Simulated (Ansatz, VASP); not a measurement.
## Two plane-wave programs on Hf

INCAR

```
SYSTEM = Hf
PREC = Accurate ; ENCUT = 520
EDIFF = 1E-6 ; ISMEAR = -1
SIGMA = 0.1 ; LREAL = .False.
LASPH = .True. ; NELM = 100
ALGO = Normal ; ISIF = 2
LWAVE = .False. ; LCHARG = .False.
GGA = RP ; NBANDS = 22
```

File KPOINTS:

```
regular mesh
0
Gamma
  8 8 11
  0 0 0
```

File POSCAR:

```
Hf
1.0
    4.8311103888      0.0000000000      0.0000000000
   -2.4155551944      4.1838643252      0.0000000000
    0.0000000000      0.0000000000      2.9961712656
Hf
3
Direct
    1.0000000000      1.0000000000      0.0000000000
    0.3333333333      0.6666666667      0.5000000000
    0.6666666667      0.3333333333      0.5000000000
```

Input for Ansatz:

```yaml
crystal:
  lattice:
    - [4.8311103888, 0.0, 0.0]
    - [-2.4155551944, 4.1838643252, 0.0]
    - [0.0, 0.0, 2.9961712656]
  atoms:
    - { symbol: Hf, position: [1.0, 1.0, 0.0] }
    - { symbol: Hf, position: [0.3333333333, 0.6666666667, 0.5] }
    - { symbol: Hf, position: [0.6666666667, 0.3333333333, 0.5] }
hamiltonian:
  xc: rpbe
  pseudopotentials:
    kind: paw
    azcp:
      Hf: "pseudopotentials/Hf.paw.azcp"
basis:
  ecutwfc: 420
  fft_grid_basis: typed
kpoints:
  mp_grid: { grid: [8, 8, 11], shift: [0, 0, 0] }
magnetization:
  spin_polarized: false
scf:
  occupations: { method: fermi_dirac, width: 0.1 }
  lower_state_search: "off"
output:
  stress: true
```

Alike in both runs: task single point; functional RPBE; k mesh 8 × 8 × 11; occupations fermi-dirac, width 0.1 eV; no spin polarisation.

|  | VASP | Ansatz |
| --- | --- | --- |
| version | VASP 6.6.1 | Ansatz 0.2.0 |
| potentials or method | VASP PAW PBE potentials, release 64 (Hf_pv) | plane waves (420 eV) with PAW, scalar-relativistic |
| plane-wave cutoff (eV) | 520 | 420 |
| valence electrons in the cell | 30 | 78 |

```csv
,VASP,Ansatz,Ansatz less VASP
pressure (GPa),15.7,16.2,+0.55
largest component of the traceless stress (GPa),0.47,0.30,-0.164
```

The two sets of potentials don't hold the same shells in valence.

Caveats: so large a pressure means that the cell lies far from this level's equilibrium, or that cutoff or potentials fall short (VASP); the potentials were made for another functional, which shifts forces and pressure (VASP). The runs have no spin-orbit coupling, so splittings on Hf are missing.
